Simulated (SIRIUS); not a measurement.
# BAs (F-43m) in SIRIUS: a series of runs, part 2 of 4

SIRIUS 7.12.0. The steps go on from the part before.

**3. Equation of state, PBEsol, 13.08 Å³/atom (volume scaled by 0.96)**

The input, sirius.json:

```json
{
  "control": {
    "processing_unit": "cpu",
    "std_evp_solver_name": "lapack",
    "gen_evp_solver_name": "lapack",
    "verbosity": 2,
    "print_forces": false,
    "ortho_rf": true,
    "use_second_variation": true,
    "rmt_max": 3.0,
    "num_bands_to_print": 21,
    "save_wf": true
  },
  "parameters": {
    "electronic_structure_method": "full_potential_lapwlo",
    "xc_functionals": ["XC_GGA_X_PBE_SOL", "XC_GGA_C_PBE_SOL"],
    "core_relativity": "dirac",
    "valence_relativity": "iora",
    "num_fv_states": 21,
    "smearing": "fermi_dirac",
    "smearing_width": 0.0018374661,
    "pw_cutoff": 21,
    "gk_cutoff": 4.09,
    "lmax_apw": 10,
    "lmax_rho": 8,
    "lmax_pot": 8,
    "num_mag_dims": 0,
    "auto_rmt": 0,
    "ngridk": [10, 10, 10],
    "shiftk": [0, 0, 0],
    "num_dft_iter": 80,
    "energy_tol": 1e-07,
    "density_tol": 1e-05,
    "use_symmetry": true
  },
  "settings": {"tol_ne": 1e-10},
  "iterative_solver": {"type": "exact"},
  "mixer": {"type": "anderson", "beta": 0.5, "max_history": 8},
  "unit_cell": {
    "lattice_vectors": [[0.0, 4.4526086295, 4.4526086295], [4.4526086295, 0.0, 4.4526086295], [4.4526086295, 4.4526086295, 0.0]],
    "atom_types": ["As", "B"],
    "atom_files": {"As": "As.json", "B": "B.json"},
    "atoms": {"As": [[0.75, 0.75, 0.75]], "B": [[0.0, 0.0, 0.0]]}
  }
}
```

The input, As.json:

```json
{
  "name": "arsenic",
  "symbol": "As",
  "number": 33,
  "mass": 74.9216,
  "rmin": 1e-06,
  "rmt": 2.18,
  "nrmt": 800,
  "rinf": 15.07,
  "core": "1s2s2p",
  "valence": [
    {"basis": [{"enu": 0.11, "dme": 0, "n": 0, "auto": 0}, {"enu": 0.11, "dme": 1, "n": 0, "auto": 0}]},
    {"l": 0, "n": 1, "basis": [{"enu": 0.0886, "dme": 0, "n": 0, "auto": 0}]},
    {"l": 1, "n": 2, "basis": [{"enu": 0.21, "dme": 0, "n": 0, "auto": 0}]},
    {"l": 2, "n": 3, "basis": [{"enu": 0.21, "dme": 0, "n": 0, "auto": 0}]},
    {"l": 3, "n": 4, "basis": [{"enu": 0.21, "dme": 0, "n": 0, "auto": 0}]}
  ],
  "lo": [
    {
      "l": 0,
      "basis": [{"enu": 0.0886, "dme": 0, "n": 0, "auto": 0}, {"enu": 0.0886, "dme": 1, "n": 0, "auto": 0}]
    },
    {
      "l": 0,
      "basis": [{"enu": 0.0886, "dme": 1, "n": 0, "auto": 0}, {"enu": 0.0886, "dme": 2, "n": 0, "auto": 0}]
    },
    {
      "l": 0,
      "basis": [{"enu": -6.5408, "dme": 0, "n": 3, "auto": 1}, {"enu": -6.5408, "dme": 1, "n": 3, "auto": 1}]
    },
    {
      "l": 0,
      "basis": [{"enu": 0.0886, "dme": 0, "n": 0, "auto": 0}, {"enu": 2.6136, "dme": 0, "n": 0, "auto": 0}]
    },
    {"l": 1, "basis": [{"enu": 0.21, "dme": 0, "n": 0, "auto": 0}, {"enu": 0.21, "dme": 1, "n": 0, "auto": 0}]},
    {
      "l": 1,
      "basis": [{"enu": -4.4909, "dme": 0, "n": 3, "auto": 1}, {"enu": -4.4909, "dme": 1, "n": 3, "auto": 1}]
    },
    {
      "l": 1,
      "basis": [{"enu": -4.4909, "dme": 1, "n": 3, "auto": 1}, {"enu": 0.21, "dme": 0, "n": 0, "auto": 0}]
    },
    {"l": 1, "basis": [{"enu": 0.21, "dme": 0, "n": 0, "auto": 0}, {"enu": 4.0817, "dme": 0, "n": 0, "auto": 0}]},
    {"l": 2, "basis": [{"enu": 0.21, "dme": 0, "n": 0, "auto": 0}, {"enu": 0.21, "dme": 1, "n": 0, "auto": 0}]},
    {
      "l": 2,
      "basis": [{"enu": -1.0985, "dme": 0, "n": 3, "auto": 1}, {"enu": -1.0985, "dme": 1, "n": 3, "auto": 1}]
    },
    {
      "l": 2,
      "basis": [{"enu": -1.0985, "dme": 1, "n": 3, "auto": 1}, {"enu": 0.21, "dme": 0, "n": 0, "auto": 0}]
    },
    {"l": 2, "basis": [{"enu": 0.21, "dme": 0, "n": 0, "auto": 0}, {"enu": 4.5867, "dme": 0, "n": 0, "auto": 0}]},
    {"l": 3, "basis": [{"enu": 0.21, "dme": 0, "n": 0, "auto": 0}, {"enu": 0.21, "dme": 1, "n": 0, "auto": 0}]},
    {"l": 3, "basis": [{"enu": 0.21, "dme": 0, "n": 0, "auto": 0}, {"enu": 3.8713, "dme": 0, "n": 0, "auto": 0}]}
  ],
  "free_atom": [... radial grid and density of the free atom, the start of the SCF ...]
}
```

The input, B.json:

```json
{
  "name": "boron",
  "symbol": "B",
  "number": 5,
  "mass": 10.811,
  "rmin": 1e-06,
  "rmt": 1.59,
  "nrmt": 800,
  "rinf": 17.81,
  "core": "",
  "valence": [
    {"basis": [{"enu": 0.11, "dme": 0, "n": 0, "auto": 0}, {"enu": 0.11, "dme": 1, "n": 0, "auto": 0}]},
    {"l": 0, "n": 1, "basis": [{"enu": 0.1559, "dme": 0, "n": 0, "auto": 0}]},
    {"l": 1, "n": 2, "basis": [{"enu": 0.21, "dme": 0, "n": 0, "auto": 0}]},
    {"l": 2, "n": 3, "basis": [{"enu": 0.21, "dme": 0, "n": 0, "auto": 0}]},
    {"l": 3, "n": 4, "basis": [{"enu": 0.21, "dme": 0, "n": 0, "auto": 0}]}
  ],
  "lo": [
    {
      "l": 0,
      "basis": [{"enu": 0.1559, "dme": 0, "n": 0, "auto": 0}, {"enu": 0.1559, "dme": 1, "n": 0, "auto": 0}]
    },
    {
      "l": 0,
      "basis": [{"enu": 0.1559, "dme": 1, "n": 0, "auto": 0}, {"enu": 0.1559, "dme": 2, "n": 0, "auto": 0}]
    },
    {
      "l": 0,
      "basis": [{"enu": -6.2164, "dme": 0, "n": 1, "auto": 1}, {"enu": -6.2164, "dme": 1, "n": 1, "auto": 1}]
    },
    {
      "l": 0,
      "basis": [{"enu": 0.1559, "dme": 0, "n": 0, "auto": 0}, {"enu": 4.9025, "dme": 0, "n": 0, "auto": 0}]
    },
    {"l": 1, "basis": [{"enu": 0.21, "dme": 0, "n": 0, "auto": 0}, {"enu": 0.21, "dme": 1, "n": 0, "auto": 0}]},
    {"l": 1, "basis": [{"enu": 0.21, "dme": 1, "n": 0, "auto": 0}, {"enu": 0.21, "dme": 2, "n": 0, "auto": 0}]},
    {"l": 1, "basis": [{"enu": 0.21, "dme": 0, "n": 0, "auto": 0}, {"enu": 5.6686, "dme": 0, "n": 0, "auto": 0}]},
    {"l": 2, "basis": [{"enu": 0.21, "dme": 0, "n": 0, "auto": 0}, {"enu": 0.21, "dme": 1, "n": 0, "auto": 0}]},
    {"l": 2, "basis": [{"enu": 0.21, "dme": 1, "n": 0, "auto": 0}, {"enu": 0.21, "dme": 2, "n": 0, "auto": 0}]},
    {"l": 2, "basis": [{"enu": 0.21, "dme": 0, "n": 0, "auto": 0}, {"enu": 6.3806, "dme": 0, "n": 0, "auto": 0}]},
    {"l": 3, "basis": [{"enu": 0.21, "dme": 0, "n": 0, "auto": 0}, {"enu": 0.21, "dme": 1, "n": 0, "auto": 0}]}
  ],
  "free_atom": [... radial grid and density of the free atom, the start of the SCF ...]
}
```

The input, sirius_start.json:

```json
{
  "control": {
    "processing_unit": "cpu",
    "std_evp_solver_name": "lapack",
    "gen_evp_solver_name": "lapack",
    "verbosity": 1,
    "print_forces": false,
    "ortho_rf": true,
    "use_second_variation": true,
    "rmt_max": 3.0,
    "num_bands_to_print": 21,
    "save_wf": false
  },
  "parameters": {
    "electronic_structure_method": "full_potential_lapwlo",
    "xc_functionals": ["XC_LDA_X", "XC_LDA_C_PW"],
    "core_relativity": "dirac",
    "valence_relativity": "iora",
    "num_fv_states": 21,
    "smearing": "fermi_dirac",
    "smearing_width": 0.0055123983,
    "pw_cutoff": 21,
    "gk_cutoff": 3.27,
    "lmax_apw": 10,
    "lmax_rho": 8,
    "lmax_pot": 8,
    "num_mag_dims": 0,
    "auto_rmt": 0,
    "ngridk": [4, 4, 4],
    "shiftk": [0, 0, 0],
    "num_dft_iter": 30,
    "energy_tol": 0.01,
    "density_tol": 0.05,
    "use_symmetry": true
  },
  "settings": {"tol_ne": 1e-10},
  "iterative_solver": {"type": "exact"},
  "mixer": {"type": "anderson", "beta": 0.5, "max_history": 8},
  "unit_cell": {
    "lattice_vectors": [[0.0, 4.4526086295, 4.4526086295], [4.4526086295, 0.0, 4.4526086295], [4.4526086295, 4.4526086295, 0.0]],
    "atom_types": ["As", "B"],
    "atom_files": {"As": "As.json", "B": "B.json"},
    "atoms": {"As": [[0.75, 0.75, 0.75]], "B": [[0.0, 0.0, 0.0]]}
  }
}
```

Potentials or basis: all-electron FP-LAPW, apw+lo standard.

Run with:

```
$ OMP_NUM_THREADS=1 sirius.scf --input=sirius_start.json --output=start.json
$ OMP_NUM_THREADS=1 sirius.scf --input=sirius.json --output=output.json --task=1
```

It took 46 s on 1 thread of Arm Neoverse V1, shared host; peak memory 0.43 GiB.

The run converged. Its results:

| Item | Value |
| --- | --- |
| Free energy | -62157.0873 eV |
| Band gap on the k mesh | 1.04 eV, indirect (least direct gap 3.30 eV) |
| All electrons inside the program's atomic spheres | As 31.11; B 3.50 (radii As 2.18, B 1.59 bohr) |

**4. Equation of state, PBEsol, 13.35 Å³/atom (volume scaled by 0.98)**

sirius.json: that of step 3 with these lines changed.

```diff
@@ -39,3 +39,3 @@
   "unit_cell": {
-    "lattice_vectors": [[0.0, 4.4526086295, 4.4526086295], [4.4526086295, 0.0, 4.4526086295], [4.4526086295, 4.4526086295, 0.0]],
+    "lattice_vectors": [[0.0, 4.4833172456, 4.4833172456], [4.4833172456, 0.0, 4.4833172456], [4.4833172456, 4.4833172456, 0.0]],
     "atom_types": ["As", "B"],
```

The input, As.json:

```json
{
  "name": "arsenic",
  "symbol": "As",
  "number": 33,
  "mass": 74.9216,
  "rmin": 1e-06,
  "rmt": 2.18,
  "nrmt": 800,
  "rinf": 15.07,
  "core": "1s2s2p",
  "valence": [
    {"basis": [{"enu": 0.1, "dme": 0, "n": 0, "auto": 0}, {"enu": 0.1, "dme": 1, "n": 0, "auto": 0}]},
    {"l": 0, "n": 1, "basis": [{"enu": 0.0786, "dme": 0, "n": 0, "auto": 0}]},
    {"l": 1, "n": 2, "basis": [{"enu": 0.2, "dme": 0, "n": 0, "auto": 0}]},
    {"l": 2, "n": 3, "basis": [{"enu": 0.2, "dme": 0, "n": 0, "auto": 0}]},
    {"l": 3, "n": 4, "basis": [{"enu": 0.2, "dme": 0, "n": 0, "auto": 0}]}
  ],
  "lo": [
    {
      "l": 0,
      "basis": [{"enu": 0.0786, "dme": 0, "n": 0, "auto": 0}, {"enu": 0.0786, "dme": 1, "n": 0, "auto": 0}]
    },
    {
      "l": 0,
      "basis": [{"enu": 0.0786, "dme": 1, "n": 0, "auto": 0}, {"enu": 0.0786, "dme": 2, "n": 0, "auto": 0}]
    },
    {
      "l": 0,
      "basis": [{"enu": -6.5508, "dme": 0, "n": 3, "auto": 1}, {"enu": -6.5508, "dme": 1, "n": 3, "auto": 1}]
    },
    {
      "l": 0,
      "basis": [{"enu": 0.0786, "dme": 0, "n": 0, "auto": 0}, {"enu": 2.6036, "dme": 0, "n": 0, "auto": 0}]
    },
    {"l": 1, "basis": [{"enu": 0.2, "dme": 0, "n": 0, "auto": 0}, {"enu": 0.2, "dme": 1, "n": 0, "auto": 0}]},
    {
      "l": 1,
      "basis": [{"enu": -4.5009, "dme": 0, "n": 3, "auto": 1}, {"enu": -4.5009, "dme": 1, "n": 3, "auto": 1}]
    },
    {"l": 1, "basis": [{"enu": -4.5009, "dme": 1, "n": 3, "auto": 1}, {"enu": 0.2, "dme": 0, "n": 0, "auto": 0}]},
    {"l": 1, "basis": [{"enu": 0.2, "dme": 0, "n": 0, "auto": 0}, {"enu": 4.0717, "dme": 0, "n": 0, "auto": 0}]},
    {"l": 2, "basis": [{"enu": 0.2, "dme": 0, "n": 0, "auto": 0}, {"enu": 0.2, "dme": 1, "n": 0, "auto": 0}]},
    {
      "l": 2,
      "basis": [{"enu": -1.1085, "dme": 0, "n": 3, "auto": 1}, {"enu": -1.1085, "dme": 1, "n": 3, "auto": 1}]
    },
    {"l": 2, "basis": [{"enu": -1.1085, "dme": 1, "n": 3, "auto": 1}, {"enu": 0.2, "dme": 0, "n": 0, "auto": 0}]},
    {"l": 2, "basis": [{"enu": 0.2, "dme": 0, "n": 0, "auto": 0}, {"enu": 4.5767, "dme": 0, "n": 0, "auto": 0}]},
    {"l": 3, "basis": [{"enu": 0.2, "dme": 0, "n": 0, "auto": 0}, {"enu": 0.2, "dme": 1, "n": 0, "auto": 0}]},
    {"l": 3, "basis": [{"enu": 0.2, "dme": 0, "n": 0, "auto": 0}, {"enu": 3.8613, "dme": 0, "n": 0, "auto": 0}]}
  ],
  "free_atom": [... radial grid and density of the free atom, the start of the SCF ...]
}
```

The input, B.json:

```json
{
  "name": "boron",
  "symbol": "B",
  "number": 5,
  "mass": 10.811,
  "rmin": 1e-06,
  "rmt": 1.59,
  "nrmt": 800,
  "rinf": 17.81,
  "core": "",
  "valence": [
    {"basis": [{"enu": 0.1, "dme": 0, "n": 0, "auto": 0}, {"enu": 0.1, "dme": 1, "n": 0, "auto": 0}]},
    {"l": 0, "n": 1, "basis": [{"enu": 0.1459, "dme": 0, "n": 0, "auto": 0}]},
    {"l": 1, "n": 2, "basis": [{"enu": 0.2, "dme": 0, "n": 0, "auto": 0}]},
    {"l": 2, "n": 3, "basis": [{"enu": 0.2, "dme": 0, "n": 0, "auto": 0}]},
    {"l": 3, "n": 4, "basis": [{"enu": 0.2, "dme": 0, "n": 0, "auto": 0}]}
  ],
  "lo": [
    {
      "l": 0,
      "basis": [{"enu": 0.1459, "dme": 0, "n": 0, "auto": 0}, {"enu": 0.1459, "dme": 1, "n": 0, "auto": 0}]
    },
    {
      "l": 0,
      "basis": [{"enu": 0.1459, "dme": 1, "n": 0, "auto": 0}, {"enu": 0.1459, "dme": 2, "n": 0, "auto": 0}]
    },
    {
      "l": 0,
      "basis": [{"enu": -6.2264, "dme": 0, "n": 1, "auto": 1}, {"enu": -6.2264, "dme": 1, "n": 1, "auto": 1}]
    },
    {
      "l": 0,
      "basis": [{"enu": 0.1459, "dme": 0, "n": 0, "auto": 0}, {"enu": 4.8925, "dme": 0, "n": 0, "auto": 0}]
    },
    {"l": 1, "basis": [{"enu": 0.2, "dme": 0, "n": 0, "auto": 0}, {"enu": 0.2, "dme": 1, "n": 0, "auto": 0}]},
    {"l": 1, "basis": [{"enu": 0.2, "dme": 1, "n": 0, "auto": 0}, {"enu": 0.2, "dme": 2, "n": 0, "auto": 0}]},
    {"l": 1, "basis": [{"enu": 0.2, "dme": 0, "n": 0, "auto": 0}, {"enu": 5.6586, "dme": 0, "n": 0, "auto": 0}]},
    {"l": 2, "basis": [{"enu": 0.2, "dme": 0, "n": 0, "auto": 0}, {"enu": 0.2, "dme": 1, "n": 0, "auto": 0}]},
    {"l": 2, "basis": [{"enu": 0.2, "dme": 1, "n": 0, "auto": 0}, {"enu": 0.2, "dme": 2, "n": 0, "auto": 0}]},
    {"l": 2, "basis": [{"enu": 0.2, "dme": 0, "n": 0, "auto": 0}, {"enu": 6.3706, "dme": 0, "n": 0, "auto": 0}]},
    {"l": 3, "basis": [{"enu": 0.2, "dme": 0, "n": 0, "auto": 0}, {"enu": 0.2, "dme": 1, "n": 0, "auto": 0}]}
  ],
  "free_atom": [... radial grid and density of the free atom, the start of the SCF ...]
}
```

sirius_start.json: that of step 3 with these lines changed.

```diff
@@ -39,3 +39,3 @@
   "unit_cell": {
-    "lattice_vectors": [[0.0, 4.4526086295, 4.4526086295], [4.4526086295, 0.0, 4.4526086295], [4.4526086295, 4.4526086295, 0.0]],
+    "lattice_vectors": [[0.0, 4.4833172456, 4.4833172456], [4.4833172456, 0.0, 4.4833172456], [4.4833172456, 4.4833172456, 0.0]],
     "atom_types": ["As", "B"],
```

Run with:

```
$ OMP_NUM_THREADS=1 sirius.scf --input=sirius_start.json --output=start.json
$ OMP_NUM_THREADS=1 sirius.scf --input=sirius.json --output=output.json --task=1
```

Run time: 47 s. Hardware: 1 thread of Arm Neoverse V1, shared host; peak memory 0.44 GiB.

Results (log left out):

- Free energy: -62157.0998 eV
- Band gap on the k mesh: 1.07 eV, indirect (least direct gap 3.27 eV)
- All electrons inside the program's atomic spheres: As 31.09; B 3.48 (radii As 2.18, B 1.59 bohr)

(Part 2 of 4 ends here.)
